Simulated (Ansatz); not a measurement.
Relaxed-ion elastic tensor of LaAlO₃ (cubic perovskite, Pm-3m) in GPa (Voigt order), PBEsol (plane waves, PAW; program Ansatz); density 6.62 g/cm³, 10.73 Å³ per atom.

```
360  131  131  0.0  0.0  0.0
131  360  131  0.0  0.0  0.0
131  131  360  0.0  0.0  0.0
0.0  0.0  0.0  159  0.0  0.0
0.0  0.0  0.0  0.0  159  0.0
0.0  0.0  0.0  0.0  0.0  159
```

Task: Is the crystal mechanically stable?

Result: Yes: the smallest eigenvalue of C is 159 GPa.

Task: Work out the Voigt, Reuss and Hill averages.

Result: K_V = 208, K_R = 208, K_H = 208; G_V = 141, G_R = 138, G_H = 140 GPa.

Task: Give Young's modulus, Poisson's ratio, Pugh's ratio and the universal anisotropy index.

Result: E = 9KG/(3K + G) = 342 GPa; ν = 0.23; K/G = 1.49 (brittle by the Pugh limit of 1.75); A_U = 5G_V/G_R + K_V/K_R − 6 = 0.13.

Task: Estimate the sound speeds and the Debye temperature.

Result: v_l = √((K + 4G/3)/ρ) = 7710 m/s, v_t = √(G/ρ) = 4590 m/s, mean 5080 m/s; Θ = (h/k)(3n/4πV)^(1/3) v_m = 686 K.

Task: Give the Zener ratio and Young's modulus along [100], [110] and [111].

Result: A = 2C44/(C11 − C12) = 1.39; 1/E = S11 − 2(S11 − S12 − S44/2)Γ with Γ = 0, 1/4, 1/3 gives 290, 353, 381 GPa.

Task: Solve the Christoffel equation for the three sound speeds along [100], [110], [111].

Result: Eigenvalues of C_ijkl n_j n_l equal ρv². In km/s, slowest first: [100] 4.91, 4.91, 7.38; [110] 4.16, 4.91, 7.82; [111] 4.42, 4.42, 7.97.

This is a known high-temperature phase of the composition, computed here at zero pressure and temperature. Symmetry was held in the PBEsol relaxation. At this level the phase is dynamically unstable (imaginary phonons). Scalar-relativistic: spin–orbit coupling is off unless named, which matters more the heavier the elements.

Potentials: the earlier of the program's two PAW sets. The files were generated under PBE; for other functionals the program regenerates the frozen cores, and for LDA and PBEsol the local potential too.
